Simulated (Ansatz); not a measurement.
# MgS (P6_3mc) in Ansatz: settings compared

The runs below take MgS through relaxation of cell and atoms, with revPBE, BLYP.

Everything below comes from runs of Ansatz 0.2.0. Logs are shortened: lines on timing, memory, paths and dates and some standing lists are left out, and cuts for length are marked.

**1. The crystal as given**

Symmetry: P6_3mc, No. 186, hexagonal system. Conventional cell: a = 4.035 Å, b = 4.035 Å, c = 6.432 Å, α = 90.00°, β = 90.00°, γ = 120.00°. S (site symmetry 3m) has 4 Mg at 2.45 to 2.47 Å as nearest neighbours. Mg (site symmetry 3m) is surrounded by 4 S at 2.45 to 2.47 Å.

The cell comes from a database or a generator and needn't be the stable form of this composition.

**2. Relaxation of cell and atoms, revPBE**

Contents of input.yaml:

```yaml
crystal:
  lattice:
    - [4.0346224068, 0.0, 0.0]
    - [-2.0173112034, 3.494085499, 0.0]
    - [0.0, 0.0, 6.43229418]
  atoms:
    - { symbol: S, position: [0.6666666667, 0.3333333333, 0.87924415] }
    - { symbol: S, position: [0.3333333333, 0.6666666667, 0.37924415] }
    - { symbol: Mg, position: [0.3333333333, 0.6666666667, 0.99575485] }
    - { symbol: Mg, position: [0.6666666667, 0.3333333333, 0.49575485] }
hamiltonian:
  xc: revpbe
  pseudopotentials: { kind: paw }
kpoints:
  mp_grid: { grid: [6, 6, 3] }
scf:
  occupations: { method: fermi_dirac, width: 0.05 }
output:
  forces: true
  stress: true
  eigenvalues: true
relax:
  f_tol: 0.01
  max_steps: 40
  cell: { stress_tol: 0.05 }
```

Potentials or basis: Ansatz PAW.

Started as:

```bash
ansatz run input.yaml --threads 2 --pin off --max-ram 5632MiB --backend cpu --events-out ev --progress --plain --runs-dir out
```

Standard output:

```text
Warning: RAYON_NUM_THREADS=2 ignored (pool sized by the plan → 2); use --threads N
Engine: ansatz 0.2.0, x86_64-unknown-linux-gnu
Pseudopotentials: kind: paw
Pseudopotential: S, paw, valence charge 6, recommended cutoff 420 eV (normal), S.paw.azcp
Pseudopotential: Mg, paw, valence charge 10, recommended cutoff 420 eV (normal), Mg.paw.azcp
Functional definition: revPBE
  parameter kappa = 1.245
  parameter beta = 0.06672455060314922
  exchange = pbe_x(kappa = kappa, mu = beta*pi^2/3)
  correlation = pbe_c(beta = beta)
Crystal: 4 atoms, lattice volume = 90.678 Å³
Basis set: ecut = 420 eV, 1785 PW (Γ), exchange–correlation on 54×54×90 points (8 copies of the dense FFT grid, shifted against one another)
Bands: 20, of which v1, the nominal top of the filled ones, is band 16 counted from 1 (15 counted from 0)
Symmetry: 12 space group operations
Space group: P63mc (ITA 186), of the structure as read, at distance tolerance 4.5e-5 Å
k-points: 14 of 108 (time reversal used)
Non-local potential: S, projectors of the file, l = 0: 2, l = 1: 2, l = 2: 2
Non-local potential: Mg, projectors of the file, l = 0: 3, l = 1: 2, l = 2: 1
PAW form: soft (Blöchl's): semilocal exchange-correlation on the pseudo side does not see the compensation charge
PAW frozen core: S, regenerated for the run's functional, and the local potential with it (the file was generated under x = pbe(κ = 0.804, μ = 0.2195149727645171), c = pbe(β = 0.06672455060314922))
PAW frozen core: Mg, regenerated for the run's functional, and the local potential with it (the file was generated under x = pbe(κ = 0.804, μ = 0.2195149727645171), c = pbe(β = 0.06672455060314922))
PAW one-centre angular grid: S, 110 points (default); XC on 64 Gauss nodes
PAW one-centre angular grid: Mg, 110 points (default); XC on 64 Gauss nodes
Initial density: superposition of atomic densities (neutral atoms: chi_scale 0, normalization atom), corrected by the library's trained network
Initial wavefunctions: pseudopotential atomic-orbital guess
Functional: x = revpbe(κ = 1.245, μ = 0.2195149727645171), c = pbe(β = 0.06672455060314922)
SCF iter   1: F=—  HF=-5666.526541 eV  |F-HF|=—  |Δ(HF+E_count)|=         —  Δρ=2.57e-3  dr2=4.89e-3  ethr=1.77e-3  ⟨swp⟩=6.4  Hψ=1392  notcnv=0
preconditioner: auto → Resta (q_TF=auto, 2.294 Å⁻¹)  ε∞=3.5  [insulator: Δε(μ)=3.612 eV  Ē_g=9.956 eV  σ=0.050 eV  W_gap=1.00  n_scr=22 (ndim 8)  ℏωp=15.6 eV  f_vac=0.036  D(μ)=0.00/eV (n_scr^D=0)  ε∞_Penn≈3.5]
SCF iter   2: F=—  HF=-5666.522078 eV  |F-HF|=—  |Δ(HF+E_count)|=   4.46e-3  Δρ=1.02e-3  dr2=7.86e-4  ethr=1.53e-5  ⟨swp⟩=2.4  Hψ=618  notcnv=0
SCF iter   3: F=—  HF=-5666.522265 eV  |F-HF|=—  |Δ(HF+E_count)|=   1.87e-4  Δρ=4.11e-4  dr2=1.61e-4  ethr=2.46e-6  ⟨swp⟩=1.7  Hψ=305  notcnv=0
SCF iter   4: F=—  HF=-5666.522388 eV  |F-HF|=—  |Δ(HF+E_count)|=   1.23e-4  Δρ=6.01e-5  dr2=3.56e-6  ethr=5.05e-7  ⟨swp⟩=2.0  Hψ=389  notcnv=0
SCF iter   5: F=—  HF=-5666.522371 eV  |F-HF|=—  |Δ(HF+E_count)|=   1.70e-5  Δρ=2.33e-5  dr2=7.66e-7  ethr=1.11e-8  ⟨swp⟩=2.1  Hψ=400  notcnv=0
SCF iter   6: F=-5666.522375 eV  HF=-5666.522375 eV  |F-HF|=9.61e-8  |Δ(HF+E_count)|=   3.74e-6  Δρ=5.15e-6  dr2=4.05e-8  ethr=3.13e-10  ⟨swp⟩=4.4  Hψ=1460  notcnv=0
SCF 1 converged in 6 iterations: F = -5666.522375 eV  dr2 = 4.05e-8
relax step   1: F+E_penalty+E_count = -5666.52237485 eV  Δ(F+E_penalty+E_count) = +0.000e0 eV  max|allowed force component| = 4.426e-2 eV/Å  Δτ_max = 0.0000 Å  P = +2.426 GPa  Ω = 90.678 Å³  (6 SCF iters, dr2 threshold 1.00e-7 eV, accepted)
Crystal: 4 atoms, lattice volume = 93.438 Å³
Basis set: ecut = 420 eV, 1797 PW (Γ), exchange–correlation on 54×54×90 points (8 copies of the dense FFT grid, shifted against one another)
Initial density: handed on by an earlier stage of this run
Initial wavefunctions: those handed on with the density
iter 1 solved again at ethr=5.19e-6 eV; its pass at ethr=3.10e-3 eV (dr2=1.66e-3 eV) is discarded
SCF iter   1: F=—  HF=-5666.549173 eV  |F-HF|=—  |Δ(HF+E_count)|=         —  Δρ=9.98e-4  dr2=1.60e-3  ethr=5.19e-6  ⟨swp⟩=1.0  Hψ=1546  notcnv=0
preconditioner: auto → Resta (q_TF=auto, 2.282 Å⁻¹)  ε∞=3.4  [insulator: Δε(μ)=3.498 eV  Ē_g=9.836 eV  σ=0.050 eV  W_gap=1.00  n_scr=22 (ndim 8)  ℏωp=15.4 eV  f_vac=0.052  D(μ)=0.00/eV (n_scr^D=0)  ε∞_Penn≈3.4]
SCF iter   2: F=—  HF=-5666.548878 eV  |F-HF|=—  |Δ(HF+E_count)|=   2.94e-4  Δρ=5.93e-4  dr2=6.03e-4  ethr=5.00e-6  ⟨swp⟩=1.1  Hψ=294  notcnv=0
SCF iter   3: F=—  HF=-5666.548958 eV  |F-HF|=—  |Δ(HF+E_count)|=   7.98e-5  Δρ=1.38e-4  dr2=3.67e-5  ethr=1.88e-6  ⟨swp⟩=2.0  Hψ=364  notcnv=0
SCF iter   4: F=—  HF=-5666.548992 eV  |F-HF|=—  |Δ(HF+E_count)|=   3.36e-5  Δρ=4.43e-5  dr2=2.30e-6  ethr=1.15e-7  ⟨swp⟩=2.0  Hψ=392  notcnv=0
SCF iter   5: F=-5666.549004 eV  HF=-5666.549003 eV  |F-HF|=6.61e-7  |Δ(HF+E_count)|=   1.11e-5  Δρ=1.01e-5  dr2=1.17e-7  ethr=1.25e-9  ⟨swp⟩=7.5  Hψ=1461  notcnv=0
SCF 2 converged in 5 iterations: F = -5666.549004 eV  dr2 = 1.17e-7
relax step   2: F+E_penalty+E_count = -5666.54900355 eV  Δ(F+E_penalty+E_count) = -2.663e-2 eV  max|allowed force component| = 3.012e-2 eV/Å  Δτ_max = 0.0035 Å  P = +0.682 GPa  Ω = 93.438 Å³  energy of the carried Pulay correction = -8.708e-5 eV  (5 SCF iters, dr2 threshold 4.00e-7 eV, accepted)
Crystal: 4 atoms, lattice volume = 94.580 Å³
Basis set: ecut = 420 eV, 1809 PW (Γ), exchange–correlation on 54×54×90 points (8 copies of the dense FFT grid, shifted against one another)
iter 1 solved again at ethr=9.60e-7 eV; its pass at ethr=3.10e-3 eV (dr2=3.07e-4 eV) is discarded
SCF iter   1: F=—  HF=-5666.551742 eV  |F-HF|=—  |Δ(HF+E_count)|=         —  Δρ=4.69e-4  dr2=2.94e-4  ethr=9.60e-7  ⟨swp⟩=2.0  Hψ=1538  notcnv=0
preconditioner: auto → Resta (q_TF=auto, 2.277 Å⁻¹)  ε∞=3.4  [insulator: Δε(μ)=3.443 eV  Ē_g=9.783 eV  σ=0.050 eV  W_gap=1.00  n_scr=22 (ndim 8)  ℏωp=15.3 eV  f_vac=0.050  D(μ)=0.00/eV (n_scr^D=0)  ε∞_Penn≈3.4]
SCF iter   2: F=—  HF=-5666.551688 eV  |F-HF|=—  |Δ(HF+E_count)|=   5.40e-5  Δρ=2.73e-4  dr2=1.10e-4  ethr=9.19e-7  ⟨swp⟩=1.9  Hψ=447  notcnv=0
SCF iter   3: F=—  HF=-5666.551709 eV  |F-HF|=—  |Δ(HF+E_count)|=   2.12e-5  Δρ=5.60e-5  dr2=5.97e-6  ethr=3.43e-7  ⟨swp⟩=2.0  Hψ=363  notcnv=0
SCF iter   4: F=-5666.551720 eV  HF=-5666.551719 eV  |F-HF|=1.38e-6  |Δ(HF+E_count)|=   1.01e-5  Δρ=1.82e-5  dr2=3.79e-7  ethr=1.25e-9  ⟨swp⟩=4.2  Hψ=1461  notcnv=0
SCF 3 converged in 4 iterations: F = -5666.551720 eV  dr2 = 3.79e-7
relax step   3: F+E_penalty+E_count = -5666.55172047 eV  Δ(F+E_penalty+E_count) = -2.717e-3 eV  max|allowed force component| = 1.003e-2 eV/Å  Δτ_max = 0.0034 Å  P = +0.034 GPa  Ω = 94.580 Å³  energy of the carried Pulay correction = -1.224e-4 eV  (4 SCF iters, dr2 threshold 4.00e-7 eV, accepted)
Crystal: 4 atoms, lattice volume = 94.645 Å³
iter 1 solved again at ethr=3.81e-8 eV; its pass at ethr=3.10e-3 eV (dr2=1.22e-5 eV) is discarded
SCF iter   1: F=—  HF=-5666.551755 eV  |F-HF|=—  |Δ(HF+E_count)|=         —  Δρ=1.31e-4  dr2=1.17e-5  ethr=3.81e-8  ⟨swp⟩=2.8  Hψ=1529  notcnv=0
preconditioner: auto → Resta (q_TF=auto, 2.277 Å⁻¹)  ε∞=3.4  [insulator: Δε(μ)=3.439 eV  Ē_g=9.778 eV  σ=0.050 eV  W_gap=1.00  n_scr=22 (ndim 8)  ℏωp=15.3 eV  f_vac=0.048  D(μ)=0.00/eV (n_scr^D=0)  ε∞_Penn≈3.4]
SCF iter   2: F=—  HF=-5666.551746 eV  |F-HF|=—  |Δ(HF+E_count)|=   8.90e-6  Δρ=7.30e-5  dr2=3.94e-6  ethr=3.66e-8  ⟨swp⟩=2.0  Hψ=380  notcnv=0
SCF iter   3: F=—  HF=-5666.551752 eV  |F-HF|=—  |Δ(HF+E_count)|=   5.84e-6  Δρ=1.02e-5  dr2=1.43e-7  ethr=1.23e-8  ⟨swp⟩=2.6  Hψ=470  notcnv=0
SCF iter   4: F=—  HF=-5666.551752 eV  |F-HF|=—  |Δ(HF+E_count)|=   3.10e-7  Δρ=2.16e-6  dr2=7.50e-9  ethr=4.48e-10  ⟨swp⟩=2.0  Hψ=398  notcnv=0
SCF iter   5: F=-5666.551752 eV  HF=-5666.551752 eV  |F-HF|=9.46e-10  |Δ(HF+E_count)|=   1.91e-8  Δρ=6.84e-7  dr2=5.15e-10  ethr=1.97e-11  ⟨swp⟩=4.4  Hψ=988  notcnv=0
SCF 4 converged in 5 iterations: F = -5666.551752 eV  dr2 = 5.15e-10
relax step   4: F+E_penalty+E_count = -5666.55175237 eV  Δ(F+E_penalty+E_count) = -3.189e-5 eV  max|allowed force component| = 8.354e-5 eV/Å  Δτ_max = 0.0016 Å  P = +0.003 GPa  Ω = 94.645 Å³  energy of the carried Pulay correction = -1.244e-4 eV  (5 SCF iters, dr2 threshold 6.29e-9 eV, accepted)
Basis set: ecut = 420 eV, 1809 PW (Γ), exchange–correlation on 60×60×90 points (8 copies of the dense FFT grid, shifted against one another)
Initial wavefunctions: pseudopotential atomic-orbital guess (no wavefunctions were taken with the density)
iter 1 solved again at ethr=4.26e-7 eV; its pass at ethr=3.10e-3 eV (dr2=1.36e-4 eV) is discarded
SCF iter   1: F=—  HF=-5666.551811 eV  |F-HF|=—  |Δ(HF+E_count)|=         —  Δρ=4.73e-5  dr2=6.16e-8  ethr=4.26e-7  ⟨swp⟩=3.1  Hψ=2113  notcnv=0
eigensolver tolerance schedule: the retry pair's looser diagonalisation over-reported the residual by 2213.41 of it (diagonalisation noise at 0.44 of the residual, at the tolerance the schedule requests for it); recorded, not acted on — ethr = c·dr2/N_el stays at c = 1.0e-1
preconditioner: auto → Resta (q_TF=auto, 2.277 Å⁻¹)  ε∞=3.4  [insulator: Δε(μ)=3.438 eV  Ē_g=9.777 eV  σ=0.050 eV  W_gap=1.00  n_scr=22 (ndim 8)  ℏωp=15.3 eV  f_vac=0.047  D(μ)=0.00/eV (n_scr^D=0)  ε∞_Penn≈3.4]
SCF iter   2: F=—  HF=-5666.551845 eV  |F-HF|=—  |Δ(HF+E_count)|=   3.41e-5  Δρ=2.39e-5  dr2=1.58e-8  ethr=1.93e-10  ⟨swp⟩=2.4  Hψ=528  notcnv=0
SCF iter   3: F=—  HF=-5666.551870 eV  |F-HF|=—  |Δ(HF+E_count)|=   2.45e-5  Δρ=2.57e-6  dr2=4.17e-10  ethr=4.93e-11  ⟨swp⟩=3.0  Hψ=504  notcnv=0
SCF iter   4: F=—  HF=-5666.551870 eV  |F-HF|=—  |Δ(HF+E_count)|=   2.61e-7  Δρ=2.72e-7  dr2=4.85e-11  ethr=1.00e-12  ⟨swp⟩=5.5  Hψ=1174  notcnv=0
SCF iter   5: F=-5666.551870 eV  HF=-5666.551870 eV  |F-HF|=4.00e-11  |Δ(HF+E_count)|=  2.16e-10  Δρ=6.09e-8  dr2=6.65e-12  ethr=1.00e-12  ⟨swp⟩=4.1  Hψ=898  notcnv=0
SCF 5 converged in 5 iterations: F = -5666.551870 eV  dr2 = 6.65e-12
relax step   5: F+E_penalty+E_count = -5666.55187003 eV  Δ(F+E_penalty+E_count) = -1.177e-4 eV  max|allowed force component| = 7.849e-5 eV/Å  Δτ_max = 0.0000 Å  P = +0.003 GPa  Ω = 94.645 Å³  stress off target by 4.46e-3 GPa  SCF on the basis re-selected at this cell (its energy is not comparable with the rows above)  (5 SCF iters)
basis re-selected at this cell: Δ(F+E_penalty+E_count) = -1.177e-4 eV, ΔP = +0.000 GPa vs the last step (what re-selecting the basis moved, of the pressure what is left beyond the Pulay correction that the steps carried, after the strain that the cell walked since its last selection, with what the two solves' SCF thresholds leave and, on support functions, any second-order correction that the steps lacked; it is no measure of the basis error at this ecutwfc). The dense FFT grid was sized anew with the basis: this SCF ran on 30×30×45 points, the steps before it on 27×27×45, so part of this shift can come from that change (see relax.cell in the input reference). This SCF's stress stands 4.46e-3 GPa from its target on what of the cell is left free (relax.cell.stress_tol is 5.00e-2 GPa) and its largest allowed force component is 7.85e-5 eV/Å (relax.f_tol is 1.00e-2 eV/Å): within both
SCF converged after 5 iterations
Free energy (F): -5666.551870 eV
Harris-Foulkes:  -5666.551870 eV  (|F-HF|=4.00e-11)
Internal energy: -5666.551870 eV  (E = F + TS)
E sigma→0 (E₀):  -5666.551870 eV
Fermi energy:    4.707662 eV
--- Per-component energies (eV) ---
  E_band       = -749.404498
  E_kinetic    = 366.426698
  E_local      = -3811.214738  (includes V_loc(G=0)·N_el)
  E_nonlocal   = 246.378153
  E_hartree    = 1382.372388
  E_xc         = -254.031467
  E_vxc        = -251.170378  (∫ρ·V_xc dr)
  E_paw        = -1794.023217  (= ΣΔE_a)
  E_vpaw       = -64.569063  (= ΣTr[D̂ρ^β])
  E_aug_tail   = -0.000006  (compensation charges beyond the density's cutoff)
  E_ewald      = -1802.367925
  E_core_change = -0.091756  (= ΣΔE_core)
  E_smearing   = -0.000000  (= −TS)
  E_closure    = 0.000000  (closes the sum)
  Σ components = -5666.551870   (vs F -5666.551870, Δ=0.00e0)
--- Forces (eV/Å), atoms counted from 1 ---
  atom   1  S      0.00000000     0.00000000     0.00007700
  atom   2  S      0.00000000    -0.00000000     0.00007700
  atom   3  Mg    -0.00000000    -0.00000000    -0.00007997
  atom   4  Mg     0.00000000     0.00000000    -0.00007997
  max |Σ_I F_I| component: 5.94e-6 eV/Å
--- Stress (GPa, compression-positive) ---
        0.004462       0.000000       0.000000
        0.000000       0.004462       0.000000
        0.000000       0.000000      -0.000189
  P = ⅓ Tr σ = 0.0029 GPa (0.029 kbar)
--- Band table (eV; the first three rows and the last of 14) ---
  k-point 0: bands = ["-71.1686", "-71.1685", "-37.7880", "-37.7859", "-37.7829", "-37.7829", "-37.7825", "-37.7825", "-8.2495", "-7.5954", "-0.0371", "2.4710", "2.4710", "2.8589", "2.8589", "2.9681", "6.4061", "7.7075", "10.4994", "10.4994"]
  k-point 1: bands = ["-71.1685", "-71.1685", "-37.7875", "-37.7864", "-37.7828", "-37.7828", "-37.7826", "-37.7826", "-8.1029", "-7.7780", "0.5419", "1.9351", "2.5633", "2.5633", "2.7571", "2.7571", "7.4041", "7.9011", "10.4845", "10.4845"]
  k-point 2: bands = ["-71.1685", "-71.1685", "-37.7878", "-37.7860", "-37.7832", "-37.7830", "-37.7829", "-37.7826", "-8.1277", "-7.5372", "0.1627", "1.7642", "2.1204", "2.2811", "2.7950", "2.8643", "7.3095", "8.4335", "9.9647", "10.4483"]
  k-point 13: bands = ["-71.1685", "-71.1685", "-37.7869", "-37.7869", "-37.7838", "-37.7838", "-37.7837", "-37.7834", "-7.4815", "-7.4815", "0.4467", "0.4467", "0.9219", "1.4221", "2.3223", "2.3223", "8.7817", "9.0685", "9.0685", "9.9157"]
--- Relaxed structure (4 steps of the walk, 4 accepted, 1 SCFs on fresh bases) ---
  F+E_penalty+E_count = -5666.55187003 eV   max|allowed force component| = 7.849e-5 eV/Å   (the final SCF, on the basis selected at the relaxed cell)
  cell:  # Å, volume = 94.6447 Å³
    - [4.086413901924595, 0.0, 5.765292591530368e-35]
    - [-2.0432069509622974, 3.5389382494445907, -2.882646295765184e-35]
    - [9.191456905563048e-35, 0.0, 6.544567068741482]
  atoms:
    - { symbol: S, position: [0.6666666666666666, 0.3333333333333333, 0.8779132275525529] }
    - { symbol: S, position: [0.3333333333333333, 0.6666666666666666, 0.37791322755255274] }
    - { symbol: Mg, position: [0.3333333333333333, 0.6666666666666666, 0.9970857724474472] }
    - { symbol: Mg, position: [0.6666666666666666, 0.3333333333333333, 0.4970857724474474] }
```

Run time: 2.4 s. Hardware: 2 threads of AMD EPYC 9R45 (Zen 5), shared host; peak memory 0.38 GiB.

Results:

```
Free energy                            : -5666.5519 eV
Relaxed volume                         : 23.66 Å³/atom
Relaxed cell                           : a = 4.086 Å, b = 4.086 Å, c = 6.545 Å, α = 90.00°, β = 90.00°, γ = 120.00°
Space group after relaxing (to 0.05 Å) : P6_3mc (No. 186)
Energy gained by relaxing              : 7.4 meV/atom
Ionic steps                            : 5
Pressure after relaxing                : 0.0 GPa
Band gap on the k mesh                 : 3.44 eV, direct
```

Step by step:
| step | energy change (eV) | largest force (eV/Å) | volume (Å³) |
| --- | --- | --- | --- |
| 1 | 0.0000 | 0.0443 | 90.68 |
| 2 | -0.0266 | 0.0302 | 93.44 |
| 3 | -0.0293 | 0.0100 | 94.58 |
| 4 | -0.0294 | 0.0001 | 94.64 |
| 5 | -0.0295 | 0.0001 | 94.64 |

Final structure:
```
S Mg
1.0
     4.08641    0.00000    0.00000
    -2.04321    3.53894    0.00000
     0.00000    0.00000    6.54457
S Mg
2 2
Direct
  0.66667 0.33333 0.87791
  0.33333 0.66667 0.37791
  0.33333 0.66667 0.99709
  0.66667 0.33333 0.49709
```

Caveat: odd divisions of the mesh miss points on the zone boundary, where band edges often lie, so the gap on the mesh can be too wide; the plane-wave basis is chosen anew once the cell has moved, so the energies of steps on either side of that aren't comparable; the PAW data sets come from PBE, with cores solved anew for the run's functional, which leaves a small shift of forces and pressure.

**3. Relaxation of cell and atoms, BLYP**

input.yaml: that of step 2 with these lines changed.

```diff
@@ -11,3 +11,3 @@
 hamiltonian:
-  xc: revpbe
+  xc: blyp
   pseudopotentials: { kind: paw }
```

Potentials or basis: Ansatz PAW.

Started as:

```bash
ansatz run input.yaml --threads 2 --pin off --max-ram 5632MiB --backend cpu --events-out ev --progress --plain --runs-dir out
```

Run time: 2.4 s. Hardware: 2 threads of AMD EPYC 9R45 (Zen 5), shared host; peak memory 0.38 GiB.

It converged, with:

* Free energy: -5673.3816 eV
* Relaxed volume: 23.70 Å³/atom
* Relaxed cell: a = 4.080 Å, b = 4.080 Å, c = 6.576 Å, α = 90.00°, β = 90.00°, γ = 120.00°
* Space group after relaxing (to 0.05 Å): P6_3mc (No. 186)
* Energy gained by relaxing: 8.2 meV/atom
* Ionic steps: 5
* Pressure after relaxing: 0.0 GPa
* Band gap on the k mesh: 3.38 eV, direct

Forces on the atoms (eV/Å):
```
S    0.000  0.000 -0.002
S    0.000  0.000 -0.002
Mg   0.000  0.000  0.002
Mg   0.000  0.000  0.002
```

Step by step:
```tsv
step	energy change (eV)	largest force (eV/Å)	volume (Å³)
1	0.0000	0.0596	90.68
2	-0.0296	0.0383	93.55
3	-0.0327	0.0090	94.74
4	-0.0327	0.0025	94.81
5	-0.0328	0.0025	94.81
```

Final structure:
```
S Mg
1.0
     4.08016    0.00000    0.00000
    -2.04008    3.53352    0.00000
     0.00000    0.00000    6.57577
S Mg
2 2
Direct
  0.66667 0.33333 0.87713
  0.33333 0.66667 0.37713
  0.33333 0.66667 0.99787
  0.66667 0.33333 0.49787
```

Levels at points of the mesh, in eV from the valence-band top:
```
            k point  band 13  band 14  band 15  band 16  band 17  band 18  band 19  band 20
 (0.00, 0.00, 0.00)    -0.45    -0.07    -0.07     0.00     3.38     4.70     7.53     7.53
(0.00, -0.50, 0.00)    -1.71    -1.07    -0.82    -0.38     4.91     5.33     5.75     7.55
```

Caveat: odd divisions of the mesh miss points on the zone boundary, where band edges often lie, so the gap on the mesh can be too wide; the plane-wave basis is chosen anew once the cell has moved, so the energies of steps on either side of that aren't comparable; the PAW data sets come from PBE, with cores solved anew for the run's functional, which leaves a small shift of forces and pressure.
